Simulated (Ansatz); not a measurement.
**Os: what symmetry allows forces and stress to be**

```xyz
2
Lattice="2.9128 0.0000 0.0000 -1.4564 2.5120 0.0000 0.0000 0.0000 4.2036" Properties=species:S:1:pos:R:3 pbc="T T T"
Os    0.0000    1.8338    1.0509
Os    1.4564    0.6782    3.1527
```

All numbers below come from DFT PBEsol, scalar-relativistic, plane waves, PAW in Ansatz.

Plane waves to 420 eV, a k mesh through Γ of 14×14×10 on the computed 2-atom cell and Gaussian smearing (0.10 eV); no spin polarisation.

This distorted cell has space group Cmcm, with 8 operations.

Without a calculation: in which directions can each atom feel a force?

A force must be left unchanged by every operation that keeps its atom in place, so it lies in the space that those operations leave fixed. Atoms that the group maps onto each other feel forces of one size.
```
atom site symmetry operations at the site equivalent to atom allowed force (Cartesian)
 Os1            m2m                       4                   1   along (0.00, 1.00, 0.00)
 Os2            m2m                       4                   1   along (0.00, 1.00, 0.00)
```

That leaves 1 independent force component of 6. A relaxation in this cell that keeps the symmetry moves the atoms in these directions alone.

And the stress tensor?

It must be invariant under the point group, which leaves 3 independent components: yz, xz, xy vanish.

Do the computed values obey this?

Yes. Forces (eV/Å):
```
Os1  0.000 -2.360  0.000
Os2  0.000  2.360  0.000
```

Stress (GPa, compression positive, xx yy zz yz xz xy): -40.03 -33.91 3.76 0.00 0.00 0.00. The program imposes the same operations on density, forces and stress, so this confirms the analysis and is no independent test of the calculation.

Spin–orbit coupling is left out, which can shift energies with elements as heavy as these.